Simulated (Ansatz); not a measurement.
Sn:

```
CELL_PARAMETERS angstrom
-2.02919 2.02919 1.66076
2.02919 -2.02919 1.66076
2.02919 2.02919 -1.66076
ATOMIC_POSITIONS crystal
Sn 0.00000 0.00000 0.00000
```

This isn't the form of Sn at room conditions, which is tetragonal (white tin).

Base run:

| Property | Result |
| --- | --- |
| Program | Ansatz 0.2.0 |
| Functional | revPBE |
| Potentials or basis | Ansatz PAW |
| Cutoff | 420 eV (not typed: the program's choice for these potentials) |
| k mesh | 10 × 10 × 10 |
| Occupations | fermi-dirac, width 0.05 eV |
| Spin | no spin polarisation |

Its results: band gap on the k mesh none (metal or under the smearing width); pressure 1.9 GPa.

Problem. After a change of settings the same cell gave: band gap on the k mesh none (metal or under the smearing width); pressure -1.9 GPa. Which change was it?
A. functional from revPBE to PBE; occupations from fermi-dirac, width 0.05 eV to gaussian, width 0.011 eV
B. functional from revPBE to LDA
C. functional from revPBE to PBEsol
D. functional from revPBE to RPBE

Solution. C.

PBEsol binds more tightly than revPBE, so the same cell stands under less pressure.

Caveats: spin-orbit coupling is left out, which moves the levels of the heavy elements; the PAW data sets come from PBE, with cores solved anew for the run's functional, which leaves a small shift of forces and pressure.
